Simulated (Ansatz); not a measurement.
# ZnS: how the settings move a single-point run

Question: which choices in the input matter for ZnS? The cell is built on a prototype (CsCl type) and needn't be the phase found in nature.

Method: reference: DFT, HSE06, plane waves, PAW, in Ansatz 0.2.0.

4 further runs of the same task are left out: 3 for a known fault of the program, 1 that didn't finish.

### Step 1. The system as given

Symmetry: Pm-3m, No. 221, cubic system. The conventional cell has a = 3.179 Å, b = 3.179 Å, c = 3.179 Å, α = 90.00°, β = 90.00°, γ = 90.00°. Around Zn (site symmetry m-3m) lie 8 S at 2.75 Å. Around S (site symmetry m-3m) lie 8 Zn at 2.75 Å.

As a file:

```
Zn S
1.0
     3.17923    0.00000    0.00000
     0.00000    3.17923    0.00000
     0.00000    0.00000    3.17923
Zn S
1 1
Direct
  0.00000 0.00000 0.00000
  0.50000 0.50000 0.50000
```

### Step 2. Baseline

The input, input.yaml:

```yaml
crystal:
  lattice:
    - [3.1792338589, 0.0, 0.0]
    - [0.0, 3.1792338589, 0.0]
    - [0.0, 0.0, 3.1792338589]
  atoms:
    - { symbol: Zn, position: [0.0, 0.0, 0.0] }
    - { symbol: S, position: [0.5, 0.5, 0.5] }
kpoints:
  mp_grid: { grid: [4, 4, 4] }
hamiltonian:
  xc: hse06
scf:
  occupations: { method: fermi_dirac, width: 0.02 }
  n_extra_bands: 4
output:
  forces: true
  stress: true
  eigenvalues: true
```

Launch:

```console
> ansatz run input.yaml --threads 4 --pin off --max-ram 3686MiB --backend cpu --events-out ev --progress --plain --runs-dir out
```

Output (excerpt; [...] marks lines left out):

```text
Warning: output.stress: scf.convergence.dr2_threshold = 1e-7 eV (the SCF's general default) is looser than the 2e-10 eV advised for a printed stress (1e-10 eV for each atom of the cell: 2). What an SCF threshold leaves in a stress goes as its square root, and in the free energy as the [...]
Warning: output.stress: scf.exx.energy_threshold = 1e-6 eV is looser than the 2e-8 eV advised for a stress under a hybrid functional (1e-8 eV for each atom of the cell: 2). Every SCF of the exchange loop can meet its threshold on dr2 while the loop round them stops early: no threshold on [...]
Warning: RAYON_NUM_THREADS=4 ignored (pool sized by the plan → 4); use --threads N
scf.n_extra_bands = 4 over 9 filled bands (N_el = 18.0): the run solves 13 bands
[...]
Pseudopotentials: kind: paw
Pseudopotential: Zn, paw, valence charge 12, recommended cutoff 420 eV (normal), Zn.paw.azcp
Pseudopotential: S, paw, valence charge 6, recommended cutoff 420 eV (normal), S.paw.azcp
Functional definition: HSE06
[...]
Crystal: 2 atoms, lattice volume = 32.134 Å³
Basis set: ecut = 420 eV, 619 PW (Γ), exchange–correlation on 48×48×48 points (8 copies of the dense FFT grid, shifted against one another)
Bands: 13, of which v1, the nominal top of the filled ones, is band 9 counted from 1 (8 counted from 0)
Symmetry: 48 space group operations
Space group: Pm-3m (ITA 221), of the structure as read, at distance tolerance 3.2e-5 Å
k-points: 10 of 64
[...]
SCF iter   1: F=—  HF=-4220.817228 eV  |F-HF|=—  |Δ(HF+E_count)|=         —  Δρ=3.69e-3  dr2=3.64e-3  ethr=1.77e-3  ⟨swp⟩=9.5  Hψ=637  notcnv=0
[...]
Frozen-core exchange: fock
[...]
SCF 2 stopped early in 10 iterations: F = -4221.242788 eV  dr2 = 7.12e-7
hybrid outer 1: dexx = +9.993e-3 eV, tail = 3.77e-5 eV
[...]
Frozen-core exchange: fock
[...]
SCF iter   5: F=-4221.242217 eV  HF=-4221.242217 eV  |F-HF|=4.00e-11  |Δ(HF+E_count)|=   1.30e-8  Δρ=4.18e-7  dr2=3.01e-9  ethr=6.20e-12  ⟨swp⟩=4.0  Hψ=381  notcnv=0
[...]
hybrid outer 2: dexx = +6.156e-7 eV, tail = 1.76e-8 eV, Δε = 4.56e-3 eV (about 1.24e-4 eV left of the loop's levels)
hybrid SCF converged: 2 outer / 15 inner (+8 warm-up), last move |dexx| = 6.16e-7 eV, tail = 1.76e-8 eV
Stability not checked: this state was not tested for a lower state beside it, because the functional holds exact exchange (a hybrid, or Hartree-Fock), whose exchange loop this test does not read (fock_operator; see scf.lower_state_search)
Free energy (F): -4221.242217 eV
Frozen-core exchange: fock
[...]
E sigma→0 (E₀):  -4221.239635 eV
Entropy (-TS):   -0.005163 eV (-2.582 meV/atom)
Fermi energy:    9.232878 eV
[...]
--- Forces (eV/Å), atoms counted from 1 ---
  atom   1  Zn    -0.00000000     0.00000000    -0.00000000
  atom   2  S      0.00000000     0.00000000    -0.00000000
[...]
--- Stress (GPa, compression-positive) ---
        0.283171       0.000000       0.000000
       -0.000000       0.283171       0.000000
        0.000000       0.000000       0.283171
  P = ⅓ Tr σ = 0.2832 GPa (2.832 kbar)
--- Band table (eV; the first three rows and the last of 10) ---
  k-point 0: bands = ["-7.1470", "-0.2362", "-0.2362", "0.1146", "0.1146", "0.1146", "7.4367", "7.4367", "7.4367", "9.1563", "15.8373", "15.8373", "22.7571"]
[...]
```

Wall time 6.9 s (4 threads of Arm Neoverse N1, shared host); peak memory 0.56 GiB.

### Step 3. Changed: mp_grid.grid [6, 6, 6], xc pbesol, accuracy low

input.yaml: that of step 2 with these lines changed.

```diff
@@ -9,5 +9,5 @@
 kpoints:
-  mp_grid: { grid: [4, 4, 4] }
+  mp_grid: { grid: [6, 6, 6] }
 hamiltonian:
-  xc: hse06
+  xc: pbesol
 scf:
@@ -19 +19,2 @@
   eigenvalues: true
+accuracy: low
```

Launch:

```console
> ansatz run input.yaml --threads 4 --pin off --max-ram 3686MiB --backend cpu --events-out ev --progress --plain --runs-dir out
```

Output (excerpt; [...] marks lines left out):

```text
Warning: RAYON_NUM_THREADS=4 ignored (pool sized by the plan → 4); use --threads N
scf.n_extra_bands = 4 over 9 filled bands (N_el = 18.0): the run solves 13 bands
[...]
[... 3 set-up lines as earlier in the session ...]
Functional definition: PBEsol
[...]
Crystal: 2 atoms, lattice volume = 32.134 Å³
Basis set: ecut = 420 eV, 619 PW (Γ), exchange–correlation on 48×48×48 points (8 copies of the dense FFT grid, shifted against one another)
Bands: 13, of which v1, the nominal top of the filled ones, is band 9 counted from 1 (8 counted from 0)
[... 2 set-up lines as earlier in the session ...]
k-points: 20 of 216
[...]
SCF iter   1: F=—  HF=-4165.605532 eV  |F-HF|=—  |Δ(HF+E_count)|=         —  Δρ=9.60e-3  dr2=4.76e-2  ethr=1.77e-3  ⟨swp⟩=5.9  Hψ=1479  notcnv=0
[...]
SCF iter   8: F=-4165.591756 eV  HF=-4165.591756 eV  |F-HF|=5.43e-8  |Δ(HF+E_count)|=   4.43e-8  Δρ=1.03e-5  dr2=6.53e-8  ethr=5.56e-10  ⟨swp⟩=3.6  Hψ=741  notcnv=0
[...]
SCF converged after 8 iterations
Free energy (F): -4165.591756 eV
[...]
E sigma→0 (E₀):  -4165.589287 eV
Entropy (-TS):   -0.004939 eV (-2.469 meV/atom)
Fermi energy:    9.274284 eV
[...]
--- Forces (eV/Å), atoms counted from 1 ---
  atom   1  Zn    -0.00000000    -0.00000000     0.00000000
  atom   2  S      0.00000000    -0.00000000    -0.00000000
[...]
--- Stress (GPa, compression-positive) ---
       -3.930133       0.000000       0.000000
        0.000000      -3.930133       0.000000
        0.000000       0.000000      -3.930133
  P = ⅓ Tr σ = -3.9301 GPa (-39.301 kbar)
--- Band table (eV; the first three rows and the last of 20) ---
  k-point 0: bands = ["-5.3662", "2.1551", "2.1551", "2.5656", "2.5656", "2.5656", "7.8670", "7.8670", "7.8670", "8.6579", "15.2006", "15.2006", "21.4135"]
[...]
```

It took 0.71 s on 4 threads of Arm Neoverse N1, shared host; peak memory 0.28 GiB.

Total energies don't compare across a change of functional; the pressure goes from 0.3 to -3.9 GPa. The k-point mesh and accuracy level changed too. Cost: 8 SCF cycles against 23, 0.71 s against 6.9 s.

### Step 4. Changing settings: exchange pbe, correlation pbe, coeff 0.05, omega 0.1

input.yaml: that of step 2 with these lines changed.

```diff
@@ -11,3 +11,3 @@
 hamiltonian:
-  xc: hse06
+  xc: { exchange: pbe, correlation: pbe, exx: { coeff: 0.05, omega: 0.1 } }
 scf:
```

Launch:

```console
> ansatz run input.yaml --threads 4 --pin off --max-ram 3686MiB --backend cpu --events-out ev --progress --plain --runs-dir out
```

Output (excerpt; [...] marks lines left out):

```text
Warning: output.stress: scf.convergence.dr2_threshold = 1e-7 eV (the SCF's general default) is looser than the 2e-10 eV advised for a printed stress (1e-10 eV for each atom of the cell: 2). What an SCF threshold leaves in a stress goes as its square root, and in the free energy as the [...]
Warning: output.stress: scf.exx.energy_threshold = 1e-6 eV is looser than the 2e-8 eV advised for a stress under a hybrid functional (1e-8 eV for each atom of the cell: 2). Every SCF of the exchange loop can meet its threshold on dr2 while the loop round them stops early: no threshold on [...]
Warning: RAYON_NUM_THREADS=4 ignored (pool sized by the plan → 4); use --threads N
scf.n_extra_bands = 4 over 9 filled bands (N_el = 18.0): the run solves 13 bands
[...]
[... 3 set-up lines as earlier in the session ...]
Functional definition: unnamed
[...]
Crystal: 2 atoms, lattice volume = 32.134 Å³
Basis set: ecut = 420 eV, 619 PW (Γ), exchange–correlation on 48×48×48 points (8 copies of the dense FFT grid, shifted against one another)
[...]
SCF iter   2: F=-4220.885023 eV  HF=-4220.885023 eV  |F-HF|=1.52e-10  |Δ(HF+E_count)|=  5.86e-10  Δρ=1.85e-6  dr2=5.99e-10  ethr=4.72e-11  ⟨swp⟩=3.3  Hψ=298  notcnv=0
[...]
hybrid outer 2: dexx = +3.467e-10 eV, tail = 2.00e-9 eV, Δε = 2.04e-4 eV (about 3.99e-5 eV left of the loop's levels)
hybrid SCF converged: 2 outer / 8 inner (+7 warm-up), last move |dexx| = 3.47e-10 eV, tail = 2.00e-9 eV
Stability not checked: this state was not tested for a lower state beside it, because the functional holds exact exchange (a hybrid, or Hartree-Fock), whose exchange loop this test does not read (fock_operator; see scf.lower_state_search)
Free energy (F): -4220.885023 eV
Frozen-core exchange: fock
[...]
E sigma→0 (E₀):  -4220.882474 eV
Entropy (-TS):   -0.005098 eV (-2.549 meV/atom)
Fermi energy:    9.522646 eV
[...]
--- Forces (eV/Å), atoms counted from 1 ---
  atom   1  Zn    -0.00000000     0.00000000     0.00000000
  atom   2  S      0.00000000    -0.00000000    -0.00000000
[...]
--- Stress (GPa, compression-positive) ---
        1.616040       0.000000       0.000000
       -0.000000       1.616040       0.000000
        0.000000       0.000000       1.616040
  P = ⅓ Tr σ = 1.6160 GPa (16.160 kbar)
--- Band table (eV; the first three rows and the last of 10) ---
  k-point 0: bands = ["-5.6127", "1.6661", "1.6661", "2.0594", "2.0594", "2.0594", "7.9008", "7.9008", "7.9008", "8.8796", "15.5474", "15.5474", "21.8754"]
[...]
```

Wall time 6.5 s (4 threads of Arm Neoverse N1, shared host); peak memory 0.55 GiB.

Total energies don't compare across a change of functional; the pressure goes from 0.3 to 1.6 GPa. At this fixed cell a higher pressure means that this functional prefers a larger volume than the reference.

### Step 5. Variant: exchange pbe, correlation pbe, coeff 0.3

input.yaml: that of step 2 with these lines changed.

```diff
@@ -11,3 +11,3 @@
 hamiltonian:
-  xc: hse06
+  xc: { exchange: pbe, correlation: pbe, exx: { coeff: 0.3 } }
 scf:
```

Launch:

```console
> ansatz run input.yaml --threads 4 --pin off --max-ram 3686MiB --backend cpu --events-out ev --progress --plain --runs-dir out
```

Output (excerpt; [...] marks lines left out):

```text
Warning: output.stress: scf.convergence.dr2_threshold = 1e-7 eV (the SCF's general default) is looser than the 2e-10 eV advised for a printed stress (1e-10 eV for each atom of the cell: 2). What an SCF threshold leaves in a stress goes as its square root, and in the free energy as the [...]
Warning: output.stress: scf.exx.energy_threshold = 1e-6 eV is looser than the 2e-8 eV advised for a stress under a hybrid functional (1e-8 eV for each atom of the cell: 2). Every SCF of the exchange loop can meet its threshold on dr2 while the loop round them stops early: no threshold on [...]
Warning: RAYON_NUM_THREADS=4 ignored (pool sized by the plan → 4); use --threads N
scf.n_extra_bands = 4 over 9 filled bands (N_el = 18.0): the run solves 13 bands
[...]
[... 4 set-up lines as earlier in the session ...]
[...]
Crystal: 2 atoms, lattice volume = 32.134 Å³
Basis set: ecut = 420 eV, 619 PW (Γ), exchange–correlation on 48×48×48 points (8 copies of the dense FFT grid, shifted against one another)
[...]
SCF iter  10: F=-4221.590936 eV  HF=-4221.590936 eV  |F-HF|=3.40e-9  |Δ(HF+E_count)|=   1.84e-7  Δρ=3.27e-6  dr2=4.27e-9  ethr=1.00e-12  ⟨swp⟩=5.0  Hψ=437  notcnv=0
[...]
hybrid outer 3: dexx = +1.281e-6 eV, tail = 1.49e-8 eV, Δε = 6.21e-3 eV (about 1.81e-4 eV left of the loop's levels)
hybrid SCF converged: 3 outer / 21 inner (+8 warm-up), last move |dexx| = 1.28e-6 eV, tail = 1.49e-8 eV
Stability not checked: this state was not tested for a lower state beside it, because the functional holds exact exchange (a hybrid, or Hartree-Fock), whose exchange loop this test does not read (fock_operator; see scf.lower_state_search)
Free energy (F): -4221.590936 eV
Frozen-core exchange: fock
[...]
E sigma→0 (E₀):  -4221.588389 eV
Entropy (-TS):   -0.005094 eV (-2.547 meV/atom)
Fermi energy:    9.132016 eV
[...]
--- Forces (eV/Å), atoms counted from 1 ---
  atom   1  Zn     0.00000000    -0.00000000    -0.00000000
  atom   2  S      0.00000000     0.00000000     0.00000000
[...]
--- Stress (GPa, compression-positive) ---
       -0.269004      -0.000000       0.000000
        0.000000      -0.269004       0.000000
        0.000000       0.000000      -0.269004
  P = ⅓ Tr σ = -0.2690 GPa (-2.690 kbar)
--- Band table (eV; the first three rows and the last of 10) ---
  k-point 0: bands = ["-8.0691", "-1.2409", "-1.2409", "-0.8977", "-0.8977", "-0.8977", "6.8359", "6.8359", "6.8359", "8.9274", "16.3625", "16.3625", "23.4457"]
[...]
```

It took 7.5 s on 4 threads of Arm Neoverse N1, shared host; peak memory 0.55 GiB.

After a change of functional the difference of the totals has no physical meaning; the pressure goes from 0.3 to -0.3 GPa. At this fixed cell a lower pressure means that this functional prefers a smaller volume than the reference.

### Step 6. Comparison

```csv
run,ending,energy change,pressure (GPa),gap (eV),force (eV/Å),cycles,time
reference,converged,-,0.3,0.00,0.00,23,6.9 s
"1: mp_grid.grid [6, 6, 6], xc pbesol, accuracy low",converged,not comparable,-3.9,0.00,0.00,8,0.71 s
"2: exchange pbe, correlation pbe, coeff 0.05, omega 0.1",converged,not comparable,1.6,0.00,0.00,15,6.5 s
"3: exchange pbe, correlation pbe, coeff 0.3",converged,not comparable,-0.3,0.00,0.00,29,7.5 s
```

Residual by cycle in the longest SCF loop of each run; runs are numbered as in the table. The quantity is the density residual dr2, in eV.

```csv
cycle,reference,run 1,run 2,run 3
1,0.079,0.0476,0.00385,6.4e-6
2,0.005,0.0374,1.0e-4,3.3e-6
3,0.00293,0.00476,2.5e-5,2.9e-6
4,0.00136,9.6e-5,1.8e-6,2.8e-6
5,0.00117,1.5e-4,9.3e-8,2.8e-6
6,6.9e-4,3.5e-6,4.0e-9,2.8e-7
7,3.2e-5,3.3e-7,3.7e-10,3.3e-8
8,2.3e-5,6.5e-8,-,2.5e-8
9,1.2e-5,-,-,2.5e-8
10,7.1e-7,-,-,4.3e-9
```

Of the variants the dearest is «exchange pbe, correlation pbe, coeff 0.3» (7.5 s), the cheapest «mp_grid.grid [6, 6, 6], xc pbesol, accuracy low» (0.71 s), on a shared host.
